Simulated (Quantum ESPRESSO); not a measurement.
TiAl:

```
Ti Al
1.0
     3.17906    0.00000    0.00000
     0.00000    3.17906    0.00000
     0.00000    0.00000    3.17906
Ti Al
1 1
Direct
  0.00000 0.00000 0.00000
  0.50000 0.50000 0.50000
```

The cell comes from a database or a generator and needn't be the stable form of this composition.

* Program: Quantum ESPRESSO 7.5
* Task: phonons
* Functional: AM05
* Potentials or basis: GBRV 1.5 PBE
* Cutoff: 612 eV
* Density cutoff: 4898 eV
* k mesh: 8 × 8 × 8
* Occupations: cold, width 0.2 eV
* Spin: no spin polarisation
* Mixing beta: 0.5
* Most SCF iterations: 120
* SCF threshold: 4e-10 Ry

The cell and the atoms were relaxed first, to 15.72 Å³/atom (a = 3.156 Å, b = 3.156 Å, c = 3.156 Å, α = 90.00°, β = 90.00°, γ = 90.00°), and the response was taken there.

**Question.** Where do the zone-centre optical modes lie?

**Answer.** T1u at 329 cm⁻¹ (IR).

Optical modes at Γ, degenerate ones joined:
```
cm⁻¹  components  symmetry  active in
 329           3       T1u         IR
```

Caveat: the mesh is thin for the phonons of a metal; the potentials were made for another functional, which shifts forces and pressure.
